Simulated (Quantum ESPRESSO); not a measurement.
## Cl: zone-centre phonons under several settings

```
Cl
1.0
     3.14500   -2.25000    0.00000
     3.14500    2.25000    0.00000
     0.00000    0.00000    8.21000
Cl
4
Cartesian
  3.1450 0.5850 3.2840
  3.1450 1.6650 7.3890
  3.1450 -0.5850 4.9260
  3.1450 -1.6650 0.8210
```

All runs used Quantum ESPRESSO 7.5; potentials PseudoDojo 0.4.1 SR PBEsol standard; k mesh 4 × 4 × 2, shifted; no spin polarisation; cutoff 789 eV; occupations smeared at first, fixed for the response.

| level | geometry | volume (Å³/atom) | pressure (GPa) | lowest optical mode without the field (cm⁻¹) | highest optical mode without the field (cm⁻¹) | sum of the Born charges (e) |
| --- | --- | --- | --- | --- | --- | --- |
| PBEsol | relaxed at 5 GPa | 20.04 | 5.0 | 51 | 454 | 0.12 |
| PBEsol | relaxed at 10 GPa | ? | 10.0 | ? | ? | ? |
| PBEsol | relaxed at 20 GPa | 16.04 | 19.9 | 79 | 461 | 0.25 |
| PBEsol | relaxed at 40 GPa | 13.91 | 39.9 | 91 | 487 | 0.36 |

Question: What stands in the row left open?

Answer: Volume 18.11 Å³/atom; lowest optical mode without the field 65 cm⁻¹; highest optical mode without the field 454 cm⁻¹; sum of the Born charges 0.17 e.

Caveats: the volume moved by over 15 % at a fixed basis, so the end points are rough; the cell is more than 3 GPa from zero pressure, which shifts response properties.

For the row left open. Caveat: the mesh is thin for the dielectric tensor, Born charges and intensities, which usually come out too large; the volume moved by over 15 % at a fixed basis, so the end points are rough; the cell is more than 3 GPa from zero pressure, which shifts response properties; the Born charges break their sum rule by 0.17 e, a sign of too thin a mesh.
